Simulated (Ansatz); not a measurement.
**SiO2 — ¹⁷O nuclear quadrupole resonance**

Cell: a computed structure from the Materials Project (it need not be an observed phase), taken as it stands.

```cif
data_SiO2
_symmetry_space_group_name_H-M 'Pnnm'
_symmetry_Int_Tables_number 58
_cell_length_a 4.9580
_cell_length_b 8.7413
_cell_length_c 8.6786
_cell_angle_alpha 90.000
_cell_angle_beta 90.000
_cell_angle_gamma 90.000
loop_
_atom_site_label
_atom_site_type_symbol
_atom_site_symmetry_multiplicity
_atom_site_Wyckoff_symbol
_atom_site_fract_x
_atom_site_fract_y
_atom_site_fract_z
Si Si 8 h 0.9337 0.1741 0.1813
O9 O 4 g 0.0136 0.8013 0.0000
O10 O 4 e 0.5000 0.5000 0.2716
O13 O 8 h 0.1232 0.2889 0.7216
```

One atom of each set is listed.

Method: Kohn–Sham DFT in Ansatz, PBE, plane waves and PAW, scalar-relativistic, 420 eV cutoff, Γ-centred 5×3×3 k-points, Fermi–Dirac smearing 0.02 eV.

¹⁷O: I = 5/2, Q = -25.58 mb (year-2017 value). Static lattice, zero field.

(1) Predict the zero-field ¹⁷O lines of each site.

Results:

(1) For I = 5/2 and η = 0 the lines are 3|C_Q|/20 and twice that; η pulls their ratio below 2.

```
site  atoms  V_zz (10²¹ V/m²)  C_Q (MHz)     η  line frequencies (MHz)
  O9      4              9.65      -5.97  0.13             0.910, 1.78
 O10      4              9.50      -5.88  0.09             0.890, 1.76
 O13      8              9.18      -5.68  0.22             0.897, 1.69
```

At O9, O10 and O13 V_zz runs parallel to the line that joins its two neighbours (within 1°) in each case.

The largest force is 0.3 eV/Å, so the atoms aren't at the calculated equilibrium and relaxing them would move these values.

Hardware: 1 thread of Intel Xeon Platinum 8175M CPU @ 2.50GHz (Skylake/Cascade Lake) (x86_64; 16 cores open to the job, memory cap 2.5 GiB, no GPU), a shared host with a load of 0.6 a core. Wall time 45 s, CPU time 44 s, peak memory 0.84 GiB.
